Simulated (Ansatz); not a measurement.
# Ga2O3 (C2/m) in Ansatz: further runs, part 2 of 2

Ansatz 0.2.0. The steps go on from the part before.

### 3 Single point, PBE

The input, input.yaml:

```yaml
crystal:
  lattice:
    - [6.107, -1.51855, 0.0]
    - [6.107, 1.51855, 0.0]
    - [-1.3859888959, 0.0, 5.630008738]
  atoms:
    - { symbol: Ga, position: [0.34134, 0.34134, 0.68598] }
    - { symbol: Ga, position: [0.65866, 0.65866, 0.31402] }
    - { symbol: Ga, position: [0.9095, 0.9095, 0.2054] }
    - { symbol: Ga, position: [0.0905, 0.0905, 0.7946] }
    - { symbol: O, position: [0.5041, 0.5041, 0.7434] }
    - { symbol: O, position: [0.4959, 0.4959, 0.2566] }
    - { symbol: O, position: [0.8267, 0.8267, 0.4368] }
    - { symbol: O, position: [0.1733, 0.1733, 0.5632] }
    - { symbol: O, position: [0.8355, 0.8355, 0.8902] }
    - { symbol: O, position: [0.1645, 0.1645, 0.1098] }
hamiltonian:
  xc: pbe
  pseudopotentials: { kind: paw }
kpoints:
  mp_grid: { grid: [3, 3, 2] }
scf:
  occupations: { method: fermi_dirac, width: 0.05 }
output:
  forces: true
  stress: true
  eigenvalues: true
```

Potentials or basis: Ansatz PAW.

Launch:

```bash
ansatz run input.yaml --threads 4 --pin off --max-ram 11264MiB --backend cpu --events-out ev --progress --plain --runs-dir out
```

The log of the run:

```text
Warning: RAYON_NUM_THREADS=4 ignored (pool sized by the plan → 4); use --threads N
basis.fft_grid_basis auto: the FFT boxes are laid along the combinations [[1, -1, 0], [0, 1, 0], [0, 0, 1]] of the cell's own vectors, 3.037, 6.293 and 5.798 Å long. The dense box has 24×45×40 points. Along the cell's own vectors, as sized, it would have 45×45×40, 1.88 times as many. Of the 4 symmetry operations that the crystal satisfies within crystal.symmetry.tolerance (time reversal apart; of a slab, those that keep its plane) the dense box along the cell's own vectors carries 4, and the one as laid loses 2 of those. basis.fft_grid_basis: typed keeps the cell's own vectors: state it where this run's energies or levels are differenced outside the engine with another run's, or held beside a run that keeps those vectors.
Engine: ansatz 0.2.0, aarch64-unknown-linux-gnu
Pseudopotentials: kind: paw
Pseudopotential: Ga, paw, valence charge 13, recommended cutoff 420 eV (normal), Ga.paw.azcp
Pseudopotential: O, paw, valence charge 6, recommended cutoff 420 eV (normal), O.paw.azcp
Functional definition: PBE
  parameter kappa = 0.804
  parameter beta = 0.06672455060314922
  exchange = pbe_x(kappa = kappa, mu = beta*pi^2/3)
  correlation = pbe_c(beta = beta)
Crystal: 10 atoms, lattice volume = 104.423 Å³
Basis set: ecut = 420 eV, 2037 PW (Γ), FFT grids on a1−a2, a2, a3, exchange–correlation on 48×90×80 points (8 copies of the dense FFT grid, shifted against one another)
Bands: 54, of which v1, the nominal top of the filled ones, is band 44 counted from 1 (43 counted from 0)
Symmetry: 4 space group operations
Space group: C2/m (ITA 12), of the structure as read, at distance tolerance 4.7e-5 Å
k-points: 8 of 18
Non-local potential: Ga, projectors of the file, l = 0: 2, l = 1: 2, l = 2: 3, l = 3: 1
Non-local potential: O, projectors of the file, l = 0: 2, l = 1: 2, l = 2: 1
PAW form: soft (Blöchl's): semilocal exchange-correlation on the pseudo side does not see the compensation charge
PAW one-centre angular grid: Ga, 590 points (default); XC on 64 Gauss nodes
PAW one-centre angular grid: O, 110 points (default); XC on 64 Gauss nodes
Initial density: superposition of atomic densities (neutral atoms: chi_scale 0, normalization atom), corrected by the library's trained network
Initial wavefunctions: pseudopotential atomic-orbital guess
Functional: x = pbe(κ = 0.804, μ = 0.2195149727645171), c = pbe(β = 0.06672455060314922)
SCF iter   1: F=—  HF=-18539.840426 eV  |F-HF|=—  |Δ(HF+E_count)|=         —  Δρ=2.01e-3  dr2=1.90e-3  ethr=1.77e-3  ⟨swp⟩=5.9  Hψ=1564  notcnv=0  defer=4
preconditioner: auto → Resta (q_TF=auto, 2.652 Å⁻¹)  ε∞=4.7  [insulator: Δε(μ)=2.455 eV  Ē_g=17.831 eV  σ=0.050 eV  W_gap=1.00  n_scr=34 (ndim 8)  ℏωp=34.1 eV  f_vac=0.014  D(μ)=0.00/eV (n_scr^D=0)  ε∞_Penn≈4.7]
SCF iter   2: F=—  HF=-18539.841048 eV  |F-HF|=—  |Δ(HF+E_count)|=   6.22e-4  Δρ=9.49e-4  dr2=2.87e-4  ethr=2.16e-6  ⟨swp⟩=2.0  Hψ=856  notcnv=0  defer=14
SCF iter   3: F=—  HF=-18539.841426 eV  |F-HF|=—  |Δ(HF+E_count)|=   3.78e-4  Δρ=3.67e-4  dr2=6.59e-5  ethr=3.27e-7  ⟨swp⟩=2.9  Hψ=727  notcnv=0  defer=3
automatic band count: iteration 3 solves 52 bands in place of 54: the levels show a gap, and the empty bands left out lie too high to hold charge; the band table lists the bands solved (type scf.n_extra_bands for more)
SCF iter   4: F=—  HF=-18539.841607 eV  |F-HF|=—  |Δ(HF+E_count)|=   1.81e-4  Δρ=7.04e-5  dr2=4.96e-6  ethr=7.48e-8  ⟨swp⟩=2.5  Hψ=774  notcnv=0  defer=3
SCF iter   5: F=—  HF=-18539.841609 eV  |F-HF|=—  |Δ(HF+E_count)|=   2.47e-6  Δρ=4.09e-5  dr2=1.52e-6  ethr=5.63e-9  ⟨swp⟩=2.0  Hψ=722  notcnv=0  defer=3
SCF iter   6: F=-18539.841610 eV  HF=-18539.841610 eV  |F-HF|=2.48e-8  |Δ(HF+E_count)|=   2.94e-7  Δρ=7.63e-6  dr2=6.69e-8  ethr=1.14e-10  ⟨swp⟩=5.8  Hψ=1999  notcnv=0
SCF 1 converged in 6 iterations: F = -18539.841610 eV  dr2 = 6.69e-8
SCF converged after 6 iterations
Free energy (F): -18539.841610 eV
Harris-Foulkes:  -18539.841610 eV  (|F-HF|=2.48e-8)
Internal energy: -18539.841610 eV  (E = F + TS)
E sigma→0 (E₀):  -18539.841610 eV
Fermi energy:    9.478302 eV
--- Per-component energies (eV) ---
  E_band       = -88.471722
  E_kinetic    = 1523.245352
  E_local      = -9089.653802  (includes V_loc(G=0)·N_el)
  E_nonlocal   = 2022.065382
  E_hartree    = 4085.665730
  E_xc         = -713.309505
  E_vxc        = -791.357330  (∫ρ·V_xc dr)
  E_paw        = -8943.095538  (= ΣΔE_a)
  E_vpaw       = -1924.120888  (= ΣTr[D̂ρ^β])
  E_aug_tail   = 0.014359  (compensation charges beyond the density's cutoff)
  E_ewald      = -7424.773589
  E_smearing   = -0.000000  (= −TS)
  E_closure    = -0.000000  (closes the sum)
  Σ components = -18539.841610   (vs F -18539.841610, Δ=0.00e0)
--- Forces (eV/Å), atoms counted from 1 ---
  atom   1  Ga     0.01815028     0.00000000    -0.06186407
  atom   2  Ga    -0.01815028    -0.00000000     0.06186407
  atom   3  Ga    -0.11482815     0.00000000    -0.07281170
  atom   4  Ga     0.11482815    -0.00000000     0.07281170
  atom   5  O     -0.17396702     0.00000000    -0.04745870
  atom   6  O      0.17396702    -0.00000000     0.04745870
  atom   7  O      0.00151421    -0.00000000     0.02697452
  atom   8  O     -0.00151421     0.00000000    -0.02697452
  atom   9  O     -0.18887055    -0.00000000     0.09756369
  atom  10  O      0.18887055     0.00000000    -0.09756369
  max |Σ_I F_I| component: 2.78e-17 eV/Å
--- Stress (GPa, compression-positive) ---
        8.778114       0.000000      -0.004305
        0.000000      10.973611      -0.000000
       -0.004313      -0.000000       9.054017
  P = ⅓ Tr σ = 9.6019 GPa (96.019 kbar)
--- Band table (eV; the first three rows and the last of 8) ---
  k-point 0: bands = ["-10.7009", "-9.5471", "-9.5135", "-9.3880", "-8.9125", "-8.9008", "-4.7152", "-4.6875", "-4.6820", "-4.6283", "-4.5004", "-4.4923", "-4.4878", "-4.4755", "-4.4216", "-4.2903", "-4.2859", "-4.2788", "-4.2476", "-4.2377", "-4.2122", "-4.2093", "-4.1524", "-4.0636", "-3.9089", "-3.8642", "1.2283", "2.3165", "3.4860", "4.0664", "4.7080", "5.5769", "5.6724", "6.0333", "6.2708", "6.3489", "6.6099", "6.6520", "7.2861", "7.5724", "7.5878", "7.7662", "7.9574", "8.2191", "10.6662", "13.9740", "15.0033", "15.0368", "16.0575", "17.0128", "17.6632", "17.7415"]
  k-point 1: bands = ["-10.4217", "-9.9685", "-9.5361", "-9.2368", "-9.0139", "-8.8608", "-4.6904", "-4.6856", "-4.6681", "-4.6551", "-4.6010", "-4.5904", "-4.4534", "-4.4193", "-4.4161", "-4.3339", "-4.3320", "-4.2974", "-4.2607", "-4.2529", "-4.2054", "-4.1548", "-4.1491", "-4.0730", "-3.9883", "-3.5745", "2.1278", "2.3530", "3.1933", "3.9625", "5.0388", "5.5386", "5.6985", "5.9769", "6.2217", "6.2236", "6.3397", "6.6904", "6.7121", "6.8264", "7.5889", "7.6190", "7.7548", "7.9387", "13.0412", "13.1711", "15.0042", "15.5009", "16.0426", "16.0926", "18.1316", "18.2034"]
  k-point 2: bands = ["-9.9736", "-9.4186", "-9.3135", "-9.1577", "-8.9150", "-8.9076", "-4.6172", "-4.5770", "-4.5525", "-4.5463", "-4.5106", "-4.4675", "-4.4487", "-4.4290", "-4.3923", "-4.3580", "-4.3542", "-4.2467", "-4.2339", "-4.2188", "-4.1926", "-4.1152", "-3.8720", "-3.7600", "-3.6174", "-3.4976", "1.5372", "1.9240", "2.1124", "3.1770", "3.7672", "4.5812", "4.6891", "4.7978", "5.5225", "5.6277", "5.8583", "6.2943", "7.0130", "7.0455", "7.2523", "7.4998", "7.6293", "8.1588", "13.9882", "14.4059", "15.0716", "16.0169", "17.1661", "17.5265", "17.6852", "18.4256"]
  k-point 7: bands = ["-9.7045", "-9.5279", "-9.3968", "-9.1557", "-9.0469", "-8.8933", "-4.5924", "-4.5768", "-4.5486", "-4.5179", "-4.4659", "-4.4586", "-4.4421", "-4.4314", "-4.4242", "-4.3630", "-4.3115", "-4.2922", "-4.2305", "-4.2072", "-4.1689", "-4.1676", "-4.1117", "-3.9454", "-3.4945", "-3.4047", "2.4010", "2.5418", "2.6669", "2.7728", "3.8290", "3.8849", "4.2542", "4.8134", "5.2869", "5.6615", "5.8805", "5.9473", "6.8124", "7.0783", "7.0952", "7.3616", "7.4147", "7.8821", "14.9980", "15.1444", "15.8014", "15.8807", "17.0803", "17.3323", "18.3138", "18.4141"]
```

Wall time 0.7 s (4 threads of Arm Neoverse V2, shared host); peak memory 0.43 GiB.

What came out:

```
Free energy            : -18539.8416 eV
Pressure               : 9.6 GPa
Largest force          : 0.213 eV/Å
Band gap on the k mesh : 2.45 eV, direct
```

Forces on the atoms (eV/Å):
```
Ga   0.018  0.000 -0.062
Ga  -0.018  0.000  0.062
Ga  -0.115  0.000 -0.073
Ga   0.115  0.000  0.073
O   -0.174  0.000 -0.047
O    0.174  0.000  0.047
O    0.002  0.000  0.027
O   -0.002  0.000 -0.027
O   -0.189  0.000  0.098
O    0.189  0.000 -0.098
```

Caveat: the k mesh is coarse (spacing up to 0.71 Å⁻¹), so the values aren't converged; odd divisions of the mesh miss points on the zone boundary, where band edges often lie, so the gap on the mesh can be too wide; the pressure holds a Pulay correction of +0.8 GPa for the finite cutoff.
